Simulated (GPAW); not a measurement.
Runs of GPAW 26.7.0 on ZnSe (Stilleite). The structure is cubic, space group F-43m (No. 216). Conventional cell: a = 5.668 Å, b = 5.668 Å, c = 5.668 Å, α = 90.00°, β = 90.00°, γ = 90.00°. Se (site symmetry -43m) is surrounded by 4 Zn at 2.45 Å. Around Zn (site symmetry -43m) lie 4 Se at 2.45 Å. 

```csv
task,level,potentials or basis,spin,cutoff (eV),band path,band points,spin axis theta (degrees),spin axis phi (degrees),soc after scf,grid spacing,gap on the mesh (eV),V0 of scaled cells (Å³/atom),B0 (GPa)
band structure,PBE,"GPAW PAW data sets (gpaw-data 1.2.1), lcao:dzp",off,-,"GXWKGLUWLK,UX",100,-,-,-,0.16 Å,1.32,-,-
band structure,BEEF-vdW,"GPAW PAW data sets (gpaw-data 1.2.1), pw","SOC, no magnetisation",600,"GXWKGLUWLK,UX",60,0,0,second variation,-,1.31,-,-
band structure,optB88-vdW,"GPAW PAW data sets (gpaw-data 1.2.1), pw","SOC, no magnetisation",600,"GXWKGLUWLK,UX",60,90,45,second variation,-,1.13,-,-
equation of state,PBEsol+D3(BJ),"PAW data sets generated in the run's folder for this functional, pw",off,600,-,-,-,-,-,-,-,21.67,(a)
equation of state,BLYP+D3,"PAW data sets generated in the run's folder for this functional, pw",off,600,-,-,-,-,-,-,-,22.72,(b)
```

Alike in all rows: cell as given; k mesh 7 × 7 × 7; smearing fermi-dirac 0.05 eV.

Problem. Fill in the values left out.

Solution. (a) 71; (b) 65.

Caveats: spin-orbit coupling was added after a scalar SCF, so levels and gaps hold it while energy, forces, pressure and moments don't (some runs); this program's spin-orbit splittings come out too wide for heavy elements (some runs); the PAW data sets were made with another functional, which shifts forces and pressure a little (some runs); the basis of atomic orbitals isn't converged, which shifts pressures, moduli and gaps (some runs).

A k mesh can miss the band edges, and rows without SOC leave out spin-orbit coupling on Se.
